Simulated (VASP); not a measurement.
# Settings for I: self-consistent run

I, P1 (no. 1), 32 atoms in the cell. PBE; PAW potentials I (PBE set). VASP 6.6.1.

Wanted: energy within 0.5 meV/atom; forces within 0.003 eV/Å.

What the run is for: forces in a large cell; Accuracy asked: tight; Cell repeated: 2 × 2 × 2.

POSCAR:
```
I
1.0
    7.2700700000     -4.7900400000      0.0000000000
    7.2700700000      4.7900400000      0.0000000000
    0.0000000000      0.0000000000     19.5868800000
I
32
Direct
    0.3359470000      0.1698400000      0.1914820000
    0.3333920000      0.1714990000      0.6908040000
    0.3279570000      0.6739820000      0.1923340000
    0.3218650000      0.6733360000      0.6923900000
    0.8212070000      0.1764280000      0.1903160000
    0.8305590000      0.1764780000      0.6943370000
    0.8229990000      0.6772910000      0.1925220000
    0.8208410000      0.6755970000      0.6900790000
    0.0717380000      0.4266530000      0.0562560000
    0.0744780000      0.4302780000      0.5577220000
    0.0748590000      0.9203240000      0.0576040000
    0.0801430000      0.9220180000      0.5570410000
    0.5776930000      0.4231120000      0.0569430000
    0.5738340000      0.4287970000      0.5575970000
    0.5781100000      0.9284320000      0.0593140000
[... 4 lines left out ...]
    0.1803430000      0.8211150000      0.8082600000
    0.6765160000      0.3225620000      0.3070230000
    0.6718590000      0.3299530000      0.8059420000
    0.6737940000      0.8267270000      0.3070240000
    0.6753490000      0.8199420000      0.8082920000
    0.4248440000      0.0781910000      0.4434960000
    0.4222760000      0.0763910000      0.9432000000
    0.4283940000      0.5711490000      0.4413220000
    0.4239430000      0.5815630000      0.9432480000
    0.9224900000      0.0693680000      0.4433790000
    0.9272580000      0.0667950000      0.9416470000
    0.9211720000      0.5749570000      0.4423520000
    0.9249630000      0.5699190000      0.9422710000
```

The series start from Plane-wave cutoff (eV): 200; Projection operators (LREAL): Auto, ROPT -0.00025; Precision mode (PREC): Normal; Electronic threshold (eV): 1e-5; Parallel layout: defaults; Electronic algorithm: ALGO=Normal. Each series keeps the choices made before it, and each single choice may use up half of a tolerance.

## Plane-wave cutoff (eV)

| Plane-wave cutoff (eV) | Energy less reference (meV/atom) | Forces, largest deviation (eV/Å) | SCF iterations | Time (s) |
|---|---|---|---|---|
| 160 | 4.93 | 0.0369 | 14 | 18 |
| 180 | 4.95 | 0.0231 | 14 | 17 |
| 200 | 3.16 | 0.0190 | 14 | 25 |
| 230 | 1.45 | 0.0104 | 13 | 16 |
| 280 (reference) | 0.00 | 0.0000 | 13 | 19 |

## Projection operators (LREAL)

| Projection operators (LREAL) | Energy less reference (meV/atom) | Forces, largest deviation (eV/Å) | SCF iterations | Time (s) |
|---|---|---|---|---|
| Auto, ROPT -0.005 | -6.55 | 0.2968 | 13 | 15 |
| Auto, ROPT -0.002 | -4.61 | 0.1311 | 13 | 16 |
| Auto, ROPT -0.001 | 0.85 | 0.0447 | 13 | 18 |
| Auto, ROPT -0.0005 | 1.01 | 0.0201 | 13 | 22 |
| Auto, ROPT -0.00025 | -0.56 | 0.0048 | 13 | 19 |
| Auto, ROPT -0.0001 | -0.49 | 0.0012 | 13 | 29 |
| False (reference) | 0.00 | 0.0000 | 13 | 47 |

## Precision mode (PREC)

| Precision mode (PREC) | Energy less reference (meV/atom) | Forces, largest deviation (eV/Å) | SCF iterations | Time (s) |
|---|---|---|---|---|
| SingleN | -0.59 | 0.0110 | 13 | 42 |
| Normal | 0.03 | 0.0013 | 13 | 47 |
| Accurate (reference) | 0.00 | 0.0000 | 13 | 51 |

## Electronic threshold (eV)

| Electronic threshold (eV) | Energy less reference (meV/atom) | Forces, largest deviation (eV/Å) | SCF iterations | Time (s) |
|---|---|---|---|---|
| 0.001 | 0.00 | 0.0043 | 10 | 32 |
| 0.0001 | 0.00 | 0.0012 | 12 | 41 |
| 1e-5 | 0.00 | 0.0006 | 13 | 47 |
| 1e-6 | 0.00 | 0.0001 | 20 | 61 |
| 1e-7 (reference) | 0.00 | 0.0000 | 21 | 74 |

## Parallel layout

| Parallel layout | Energy less reference (meV/atom) | Forces, largest deviation (eV/Å) | SCF iterations | Time (s) |
|---|---|---|---|---|
| defaults | 0.00 | 0.0000 | 12 | 41 |
| NCORE=2 | 0.00 | 0.0000 | 12 | 35 |
| NCORE=4 | 0.00 | 0.0000 | 12 | 40 |
| NCORE=8 | 0.00 | 0.0000 | 12 | 37 |
| KPAR=2 | 0.00 | 0.0000 | 12 | 44 |
| KPAR=2 NCORE=2 | 0.00 | 0.0000 | 12 | 45 |
| NPAR=2 | 0.00 | 0.0000 | 12 | 35 |

## Electronic algorithm

| Electronic algorithm | Energy less reference (meV/atom) | Forces, largest deviation (eV/Å) | SCF iterations | Time (s) |
|---|---|---|---|---|
| ALGO=Normal | 0.00 | 0.0000 | 12 | 41 |
| ALGO=Fast | 0.00 | 0.0022 | 12 | 35 |
| ALGO=VeryFast | 0.00 | 0.0033 | 18 | 38 |
| ALGO=All ISEARCH=1 | 0.00 | 0.0076 | 15 | 47 |

## Question

The rows run from the loosest to the tightest (no order: parallel layout, electronic algorithm). For each series: choose the loosest value from which every tighter one stays within half of the tolerance; where there is no order, keep the first row unless others stay within half of the tolerance and take at least 30 % less time, and then take the fastest.

## Answer

- Plane-wave cutoff (eV): 280, the tightest run, since the next looser one is off by more than half of the tolerance (convergence isn't shown beyond it)
- Projection operators (LREAL): False, the last of the list; the one before it is off by more than half of the tolerance
- Precision mode (PREC): Normal
- Electronic threshold (eV): 0.0001
- Parallel layout: defaults
- Electronic algorithm: ALGO=Normal

## All choices together

| Input | Energy less reference (meV/atom) | Forces, largest deviation (eV/Å) | Time (s) |
|---|---|---|---|
| the program's defaults (naive) | 9.43 | 0.0294 | 19 |
| chosen settings | 0.03 | 0.0019 | 41 |
| reference settings throughout | 0.00 | 0.0000 | 124 |

The chosen settings stay within the tolerance of the reference run, but the reference itself isn't shown to be converged in: Plane-wave cutoff (eV).

## The input

INCAR:
```
GGA = PE
ISMEAR = 0
SIGMA = 0.03
LWAVE = F
LCHARG = F
ISIF = 2
ISYM = 0
PREC = Normal
LASPH = T
LREAL = F
ALGO = Normal
EDIFF = 1E-4
NELM = 120
GGA_COMPAT = F
ENCUT = 280
EFERMI = MIDGAP
```

KPOINTS:
```
k-points
0
Gamma
  2 2 1
```

Commands:
```
cat potpaw_PBE.64/I/POTCAR > POTCAR
mpirun -np 8 vasp_std > vasp.out
```

Limits: Only the k mesh 2 × 2 × 1 was run, so its error is untested.

The chosen input took VASP 6.6.1 41 s on 8 cores (Intel Xeon Platinum 8559C (Emerald Rapids)), a shared host.

## An input that fails: Gamma-only program on a mesh of k points

VASP's message: You are using the Gamma-point-only version with more than one k-point or some other non-Gamma k-point.

k mesh: 2 × 2 × 1 becomes 2 × 2 × 2.

Changes against the starting input:
```
- NELM = 120
+ NELM = 76
- vasp_std
+ vasp_gam
(KPOINTS)
-k-points
+Automatic mesh
-  2 2 1
+  2 2 2
+  0 0 0
```
